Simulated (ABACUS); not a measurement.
# W (Fm-3m) in ABACUS: equation of state

Aim: energy against volume of W in PBE, for its equilibrium volume and stiffness.

Program: ABACUS 3.10.1. These are calculated values, not measurements. Logs are shortened: lines on timing, memory, paths and dates and some standing lists are left out, and cuts for length are marked.

### 1 The structure

The structure is cubic, space group Fm-3m (No. 225). The conventional cell has a = 4.060 Å, b = 4.060 Å, c = 4.060 Å, α = 90.00°, β = 90.00°, γ = 90.00°. Around W (site symmetry m-3m) lie 12 W at 2.87 Å.

This isn't the form of W at room conditions, which is bcc.

### 2 Equation of state, PBE, 15.73 Å³/atom (volume scaled by 0.94)

The input, INPUT:

```
INPUT_PARAMETERS
suffix              W
calculation         scf
basis_type          pw
pseudo_dir          ./
symmetry            1
dft_functional      pbe
ecutwfc             74
pseudo_rcut         10
nspin               1
nbands              11
ks_solver           dav
smearing_method     fd
smearing_sigma      0.00367493
scf_thr             1e-08
scf_nmax            100
mixing_type         broyden
mixing_beta         0.7
cal_force           1
cal_stress          1
kpar                4
```

The input, STRU:

```
ATOMIC_SPECIES
W 183.8400 W.upf

LATTICE_CONSTANT
1.8897261246

LATTICE_VECTORS
0.0000000000 1.9885598007 1.9885598007
1.9885598007 0.0000000000 1.9885598007
1.9885598007 1.9885598007 0.0000000000

ATOMIC_POSITIONS
Direct

W
0.0
1
0.0000000000 0.0000000000 0.0000000000 1 1 1
```

The input, KPT:

```
K_POINTS
0
Gamma
11 11 11 0 0 0
```

Potentials or basis: PseudoDojo NC SR 0.4.1 PBE standard, plane waves.

Launch:

```
> OMP_NUM_THREADS=1 mpirun -np 4 abacus > log
```

running log:

```text
ABACUS v3.10.1

               Atomic-orbital Based Ab-initio Computation at UStc

 ------------------------------------------------------------------------------------

 READING GENERAL INFORMATION
                           global_out_dir = OUT.W/
                           global_in_card = INPUT
                               pseudo_dir = ./
                              orbital_dir =
                                    DSIZE = 4
                                    GSIZE = 1

 READING UNITCELL INFORMATION
                                    ntype = 1
                  lattice constant (Bohr) = 1.88973
              lattice constant (Angstrom) = 1

 READING ATOM TYPE 1
                               atom label = W
                      L=0, number of zeta = 1
                      L=1, number of zeta = 1
                      L=2, number of zeta = 1
             number of atom for this type = 1

                        TOTAL ATOM NUMBER = 1
DIRECT COORDINATES
    atom                   x                   y                   z     mag                  vx                  vy                  vz
taud_W1            0.0000000000        0.0000000000        0.0000000000  0.0000        0.0000000000        0.0000000000        0.0000000000

                          Volume (Bohr^3) = 106.131
                             Volume (A^3) = 15.727

 Lattice vectors: (Cartesian coordinate: in unit of a_0)
                   +0            +1.98856            +1.98856
             +1.98856                  +0            +1.98856
             +1.98856            +1.98856                  +0
 Reciprocal vectors: (Cartesian coordinate: in unit of 2 pi/a_0)
            -0.251438           +0.251438           +0.251438
            +0.251438           -0.251438           +0.251438
            +0.251438           +0.251438           -0.251438
 The esolver type has been set to : ksdft_pw

                PAO radial cut off (Bohr) = 10

 Read in pseudopotential file is W.upf
                     pseudopotential type = NC
          exchange-correlation functional = PBE
                 nonlocal core correction = 1
                        valence electrons = 14
                                     lmax = 3
                           number of zeta = 4
                     number of projectors = 8
                           L of projector = 0
                           L of projector = 0
                           L of projector = 1
                           L of projector = 1
                           L of projector = 2
                           L of projector = 2
                           L of projector = 3
                           L of projector = 3
     initial pseudo atomic orbital number = 10

 SETUP THE ELECTRONS NUMBER
             electron number of element W = 14
       total electron number of element W = 14
            AUTOSET number of electrons:  = 14
                           occupied bands = 7
                                   NBANDS = 11
                                   NLOCAL = 9

%%%%%%%%%%%%%%%%%%%%%%%%%%%%%%%%%%%%%%%%%%%%%%%%%%%%%%%%%%%%%%%%%%%%%%%%%%%%%%%%%%%%%%%%%%%%%%%%%%%%%%%%%%
 Warning: the number of valence electrons in pseudopotential > 6 for W: [Xe] 4f14 5d4 6s2
 Pseudopotentials with additional electrons can yield (more) accurate outcomes, but may be less efficient.
 If you're confident that your chosen pseudopotential is appropriate, you can safely ignore this warning.
%%%%%%%%%%%%%%%%%%%%%%%%%%%%%%%%%%%%%%%%%%%%%%%%%%%%%%%%%%%%%%%%%%%%%%%%%%%%%%%%%%%%%%%%%%%%%%%%%%%%%%%%%%

 SETUP THE PLANE WAVE BASIS
 energy cutoff for charge/potential (unit:Ry) = 296
            fft grid for charge/potential = [ 30, 30, 30 ]
                        fft grid division = [ 1, 1, 1 ]
        big fft grid for charge/potential = [ 30, 30, 30 ]
                                     nbxx = 27000
                                     nrxx = 27000

 SETUP PLANE WAVES FOR CHARGE/POTENTIAL
                    number of plane waves = 9185
                         number of sticks = 583

 PARALLEL PW FOR CHARGE/POTENTIAL
     PROC   COLUMNS(POT)             PW
        1            583           9185
 --------------- sum -------------------
        1            583           9185
                            number of |g| = 143
                                  max |g| = 26.5529
                                  min |g| = 0

----------- Double Check Mixing Parameters Begin ------------
mixing_type: broyden
mixing_beta: 0.7
mixing_gg0: 1
mixing_gg0_min: 0.1
mixing_ndim: 8
----------- Double Check Mixing Parameters End ------------

[... 25 lines left out ...]
                              POINT GROUP = O_h
               POINT GROUP IN SPACE GROUP = O_h

 SETUP K-POINTS
                                    nspin = 1
                   Input type of k points = Monkhorst-Pack(Gamma)
                                   nkstot = 1331
                       right hand lattice = 1
(for reciprocal lattice: )
                             BRAVAIS TYPE = 2
                     BRAVAIS LATTICE NAME = 02. Cubic I (body-centered)
                                    ibrav = 2
                       right hand lattice = 1
(for k-lattice: )
                             BRAVAIS TYPE = 2
                     BRAVAIS LATTICE NAME = 02. Cubic I (body-centered)
                                    ibrav = 2
                       right hand lattice = 1
                        ROTATION MATRICES = 48
                               nkstot_ibz = 56
K-POINTS REDUCTION ACCORDING TO SYMMETRY
     IBZ    DIRECT_X    DIRECT_Y    DIRECT_Z  WEIGHT  ibz2bz
       1  0.00000000  0.00000000  0.00000000  0.0008       0
       2  0.09090909  0.09090909  0.09090909  0.0060       1
       3  0.18181818  0.18181818  0.18181818  0.0060       2
       4  0.27272727  0.27272727  0.27272727  0.0060       3
       5  0.36363636  0.36363636  0.36363636  0.0060       4
       6  0.45454545  0.45454545  0.45454545  0.0060       5
[... 22 lines left out ...]
      29 -0.36363636  0.36363636  0.36363636  0.0180      40
      30 -0.45454545  0.27272727  0.27272727  0.0090      41
[... 26 further k points ...]

                               nkstot now = 56
[... K-POINTS DIRECT COORDINATES: 56 rows ...]

           k-point number in this process = 14
       minimum distributed K point number = 14
[... stars of the k points ...]

[... K-POINTS CARTESIAN COORDINATES: 14 rows ...]

[... K-POINTS DIRECT COORDINATES: 14 rows ...]

 SETUP PLANE WAVES FOR WAVE FUNCTIONS
     energy cutoff for wavefunc (unit:Ry) = 74
              fft grid for wave functions = [ 30, 30, 30 ]
                    number of plane waves = 1759
                         number of sticks = 199

 PARALLEL PW FOR WAVE FUNCTIONS
     PROC   COLUMNS(POT)             PW
        1            199           1759
 --------------- sum -------------------
        1            199           1759

 SETUP NONLOCAL PSEUDOPOTENTIALS IN PLANE WAVE BASIS
 W non-local projectors:
 projector 1 L=0
 projector 2 L=0
 projector 3 L=1
 projector 4 L=1
 projector 5 L=2
 projector 6 L=2
 projector 7 L=3
 projector 8 L=3
      TOTAL NUMBER OF NONLOCAL PROJECTORS = 32

 Init Non-Local PseudoPotential table :
 Init Non-Local-Pseudopotential done.

                                     npwx = 1157

 Make real space PAO into reciprocal space.
       max mesh points in Pseudopotential = 1001
     dq(describe PAO in reciprocal space) = 0.01
                                    max q = 1037

 number of pseudo atomic orbitals for W is 4
WARNING: norm of atomic wavefunction # 3 of atomic type W is 0.999981, renormalized
WARNING: norm of atomic wavefunction # 4 of atomic type W is 0.99991, renormalized

 -------------------------------------------
 SELF-CONSISTENT
 -------------------------------------------
                                 init_chg = atomic

 PW ALGORITHM --------------- ION=   1  ELEC=   1--------------------------------
 Notice: Threshold on eigenvalues was too large.
 hsover_error=0.14 > DRHO=0.0305088
 Origin diag ethr = 0.01
 New diag ethr = 0.00021792

 Density error is 0.0320538689164
                          Error Threshold = 0.000217919812084
----------------------------------------------------------
     Energy           Rydberg                 eV
----------------------------------------------------------
 E_KohnSham     -151.6643891001      -2063.4998754507
 E_Harris       -152.6652960919      -2077.1179137075
 E_Fermi        1.6650426203         22.6540670484
----------------------------------------------------------
[... 51 lines left out ...]
 Density error is 1.01393972898e-09
                          Error Threshold = 1.46924520921e-10
----------------------------------------------------------
     Energy           Rydberg                 eV
----------------------------------------------------------
 E_KohnSham     -151.6691303005      -2063.5643827909
 E_KS(sigma->0) -151.6688394818      -2063.5604259996
 E_Harris       -151.6690258230      -2063.5629613016
 E_band         -5.7942291652        -78.8345321647
 E_one_elec     -14.9050311282       -202.7933522106
 E_Hartree      15.9861528579        217.5027679666
 E_xc           -33.1817080184       -451.4602984222
 E_Ewald        -119.5679623744      -1626.8055865421
 E_entropy(-TS) -0.0005816374        -0.0079135826
 E_descf        0.0000000000         0.0000000000
 E_exx          0.0000000000         0.0000000000
 E_Fermi        1.6345303443         22.2389262361
----------------------------------------------------------

 charge density convergence is achieved
 final etot is -2063.5643828 eV
 EFERMI = 22.238926236 eV

 STATE ENERGY(eV) AND OCCUPATIONS    NSPIN == 1
 1/14 kpoint (Cartesian) = 0.0000 0.0000 0.0000 (1139 pws)
       1       -51.3397     0.00150263
       2       -14.9096     0.00150263
       3       -14.9096     0.00150263
       4       -14.9096     0.00150263
       5        13.0558     0.00150263
       6        21.6487     0.00150262
       7        21.6487     0.00150262
       8        21.6487     0.00150262
       9        24.9706    2.81930e-27
      10        24.9706    2.81930e-27
      11        35.1059        0.00000
[... 53 lines left out ...]
 6/14 kpoint (Cartesian) = 0.11429 0.11429 0.11429 (1149 pws)
       1       -51.2136      0.0120210
       2       -16.2052      0.0120210
       3       -15.0816      0.0120210
       4       -15.0816      0.0120210
       5        16.4308      0.0120210
       6        21.4404      0.0120210
       7        21.4404      0.0120210
       8        22.8135    1.22936e-07
       9        27.4578    5.61456e-48
      10        27.4578    5.61456e-48
      11        33.2833        0.00000

[... levels at 8 further k points ...]

------------------------------------------------------------------------------------------
 TOTAL-FORCE (eV/Angstrom)
------------------------------------------------------------------------------------------
                        W1         0.0000000000         0.0000000000         0.0000000000
------------------------------------------------------------------------------------------

----------------------------------------------------------------
 TOTAL-STRESS (KBAR)
----------------------------------------------------------------
       144.5398464745        -0.0000000000        -0.0000000000
         0.0000000000       144.5398464745        -0.0000000000
         0.0000000000        -0.0000000000       144.5398464745
----------------------------------------------------------------
 TOTAL-PRESSURE: 144.539846 KBAR

 --------------------------------------------
 !FINAL_ETOT_IS -2063.5643827908975254 eV
 --------------------------------------------
```

Run time: 8.5 s. Hardware: 4 MPI ranks of Intel Xeon Platinum 8259CL at 2.50GHz (Skylake/Cascade Lake), shared host; peak memory 0.24 GiB.

What came out:

| Quantity | Value |
| --- | --- |
| Free energy | -2063.5644 eV |
| Pressure | 14.5 GPa |
| Band gap on the k mesh | none (metal or under the smearing width) |

### 3 Equation of state, PBE, 16.06 Å³/atom (volume scaled by 0.96)

INPUT is that of step 2.

The input, STRU:

```
ATOMIC_SPECIES
W 183.8400 W.upf

LATTICE_CONSTANT
1.8897261246

LATTICE_VECTORS
0.0000000000 2.0025642044 2.0025642044
2.0025642044 0.0000000000 2.0025642044
2.0025642044 2.0025642044 0.0000000000

ATOMIC_POSITIONS
Direct

W
0.0
1
0.0000000000 0.0000000000 0.0000000000 1 1 1
```

KPT is that of step 2.

Potentials or basis: PseudoDojo NC SR 0.4.1 PBE standard, plane waves.

Launch:

```
> OMP_NUM_THREADS=1 mpirun -np 4 abacus > log
```

It took 7.8 s on 4 MPI ranks of Intel Xeon Platinum 8259CL at 2.50GHz (Skylake/Cascade Lake), shared host; peak memory 0.24 GiB.

Results (log left out):

| Property | Result |
| --- | --- |
| Free energy | -2063.5871 eV |
| Pressure | 7.3 GPa |
| Band gap on the k mesh | none (metal or under the smearing width) |

### 4 Equation of state, PBE, 16.40 Å³/atom (volume scaled by 0.98)

INPUT is that of step 3.

The input, STRU:

```
ATOMIC_SPECIES
W 183.8400 W.upf

LATTICE_CONSTANT
1.8897261246

LATTICE_VECTORS
0.0000000000 2.0163754284 2.0163754284
2.0163754284 0.0000000000 2.0163754284
2.0163754284 2.0163754284 0.0000000000

ATOMIC_POSITIONS
Direct

W
0.0
1
0.0000000000 0.0000000000 0.0000000000 1 1 1
```

KPT is that of step 3.

Launch:

```
> OMP_NUM_THREADS=1 mpirun -np 4 abacus > log
```

Wall time 8 s (4 MPI ranks of Intel Xeon Platinum 8259CL at 2.50GHz (Skylake/Cascade Lake), shared host); peak memory 0.24 GiB.

The run converged. Its results:

```yaml
Free_energy: -2063.5957 eV
Pressure: 1.0 GPa
Band_gap_on_the_k_mesh: none (metal or under the smearing width)
```

### 5 Equation of state, PBE, 16.73 Å³/atom

INPUT is that of step 4.

The input, STRU:

```
ATOMIC_SPECIES
W 183.8400 W.upf

LATTICE_CONSTANT
1.8897261246

LATTICE_VECTORS
0.0000000000 2.0300000000 2.0300000000
2.0300000000 0.0000000000 2.0300000000
2.0300000000 2.0300000000 0.0000000000

ATOMIC_POSITIONS
Direct

W
0.0
1
0.0000000000 0.0000000000 0.0000000000 1 1 1
```

KPT is that of step 4.

Launch:

```
> OMP_NUM_THREADS=1 mpirun -np 4 abacus > log
```

Wall time 8 s (4 MPI ranks of Intel Xeon Platinum 8259CL at 2.50GHz (Skylake/Cascade Lake), shared host); peak memory 0.24 GiB.

The run converged. Its results:

* Free energy: -2063.5917 eV
* Pressure: -4.8 GPa
* Band gap on the k mesh: none (metal or under the smearing width)

### 6 Equation of state, PBE, 17.07 Å³/atom (volume scaled by 1.02)

INPUT is that of step 5.

The input, STRU:

```
ATOMIC_SPECIES
W 183.8400 W.upf

LATTICE_CONSTANT
1.8897261246

LATTICE_VECTORS
0.0000000000 2.0434441004 2.0434441004
2.0434441004 0.0000000000 2.0434441004
2.0434441004 2.0434441004 0.0000000000

ATOMIC_POSITIONS
Direct

W
0.0
1
0.0000000000 0.0000000000 0.0000000000 1 1 1
```

KPT is that of step 5.

Potentials or basis: PseudoDojo NC SR 0.4.1 PBE standard, plane waves.

Launch:

```
> OMP_NUM_THREADS=1 mpirun -np 4 abacus > log
```

Wall time 8.4 s (4 MPI ranks of Intel Xeon Platinum 8259CL at 2.50GHz (Skylake/Cascade Lake), shared host); peak memory 0.24 GiB.

Results (log left out):

| Item | Value |
| --- | --- |
| Free energy | -2063.5762 eV |
| Pressure | -9.9 GPa |
| Band gap on the k mesh | none (metal or under the smearing width) |

### 7 Equation of state, PBE, 17.40 Å³/atom (volume scaled by 1.04)

INPUT is that of step 6.

The input, STRU:

```
ATOMIC_SPECIES
W 183.8400 W.upf

LATTICE_CONSTANT
1.8897261246

LATTICE_VECTORS
0.0000000000 2.0567135898 2.0567135898
2.0567135898 0.0000000000 2.0567135898
2.0567135898 2.0567135898 0.0000000000

ATOMIC_POSITIONS
Direct

W
0.0
1
0.0000000000 0.0000000000 0.0000000000 1 1 1
```

KPT is that of step 6.

Launch:

```
> OMP_NUM_THREADS=1 mpirun -np 4 abacus > log
```

It took 4.7 s on 4 MPI ranks of Intel Xeon Platinum 8259CL at 2.50GHz (Skylake/Cascade Lake), shared host; peak memory 0.24 GiB.

It converged, with:

```yaml
Free_energy: -2063.5507 eV
Pressure: -14.5 GPa
Band_gap_on_the_k_mesh: none (metal or under the smearing width)
```

### 8 Equation of state, PBE, 17.73 Å³/atom (volume scaled by 1.06)

INPUT is that of step 7.

The input, STRU:

```
ATOMIC_SPECIES
W 183.8400 W.upf

LATTICE_CONSTANT
1.8897261246

LATTICE_VECTORS
0.0000000000 2.0698140295 2.0698140295
2.0698140295 0.0000000000 2.0698140295
2.0698140295 2.0698140295 0.0000000000

ATOMIC_POSITIONS
Direct

W
0.0
1
0.0000000000 0.0000000000 0.0000000000 1 1 1
```

KPT is that of step 7.

Launch:

```
> OMP_NUM_THREADS=1 mpirun -np 4 abacus > log
```

It took 4.7 s on 4 MPI ranks of Intel Xeon Platinum 8259CL at 2.50GHz (Skylake/Cascade Lake), shared host; peak memory 0.24 GiB.

The run converged. Its results:

```yaml
Free_energy: -2063.5161 eV
Pressure: -18.6 GPa
Band_gap_on_the_k_mesh: none (metal or under the smearing width)
```

### 9 Equation of state, PBE

Potentials or basis: PseudoDojo NC SR 0.4.1 PBE standard, plane waves.

No new run: the results of the series are fitted here.

What came out:

```
Equilibrium volume                      : 16.45 Å³/atom
Bulk modulus                            : 293 GPa
Pressure derivative of the bulk modulus : 4.5
```

Energy against volume, from the lowest point:
```
volume (Å³/atom)  energy (meV/atom)
          15.727              31.35
          16.062               8.61
          16.396               0.00
          16.731               4.07
          17.065              19.48
          17.400              45.04
          17.735              79.65
```
